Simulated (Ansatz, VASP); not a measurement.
**Two plane-wave programs on KF**

```
K F
1.0
     0.00000    2.71054    2.71054
     2.71054    0.00000    2.71054
     2.71054    2.71054    0.00000
K F
1 1
Direct
  0.00000 0.00000 0.00000
  0.50000 0.50000 0.50000
```

Alike in both runs: task single point; functional PBE; k mesh 8 × 8 × 8; occupations gaussian, width 0.05 eV; no spin polarisation.

|  | VASP | Ansatz |
| --- | --- | --- |
| version | VASP 6.6.1 | Ansatz 0.2.0 |
| potentials or method | VASP PAW PBE potentials, release 64 (K_sv, F) | scalar-relativistic, plane waves, PAW |
| plane-wave cutoff (eV) | 520 | 520 |
| valence electrons in the cell | 16 | 16 |

```csv
,VASP,Ansatz,Ansatz less VASP
gap on the k mesh at the Fermi level (eV),5.95,5.96,+0.015
least direct gap on the mesh (eV),5.95,5.96,+0.015
pressure (GPa),0.0,0.0,-0.01
```

A k mesh can miss the band edges. Expect the measured gap to be larger: semilocal functionals such as PBE lack the derivative discontinuity.
